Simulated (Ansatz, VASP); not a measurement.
CuAu: VASP beside Ansatz

```
Cu Au
1.0
     2.66000    0.00000    0.00000
     0.00000    2.66000    0.00000
     0.00000    0.00000    3.67000
Cu Au
1 1
Direct
  0.50000 0.50000 0.50000
  0.00000 0.00000 0.00000
```

Change from the starting cell: strain -0.050 along x and y, +0.000 along z, atoms carried along.

Alike in both runs: task single point; functional PBE; k mesh 18 × 18 × 14; occupations gaussian, width 0.15 eV; no spin polarisation.

|  | VASP | Ansatz |
| --- | --- | --- |
| version | VASP 6.6.1 | Ansatz 0.2.0 |
| potentials or method | VASP PAW PBE potentials, release 64 (Cu, Au) | scalar-relativistic, plane waves, PAW |
| plane-wave cutoff (eV) | 520 | 420 |
| valence electrons in the cell | 22 | 38 |

|  | VASP | Ansatz | Ansatz less VASP |
| --- | --- | --- | --- |
| gap on the k mesh at the Fermi level (eV) | none | none | - |
| pressure (GPa) | 31.0 | 31.1 | +0.13 |
| largest component of the traceless stress (GPa) | 4.40 | 4.52 | +0.123 |

A gap of «none» marks a metal or a gap that the smearing closes. The two sets of potentials don't hold the same shells in valence.

Caveats: so large a pressure means that the cell lies far from this level's equilibrium, or that cutoff or potentials fall short (VASP). Spin-orbit coupling is left out, which matters for the levels of Au.
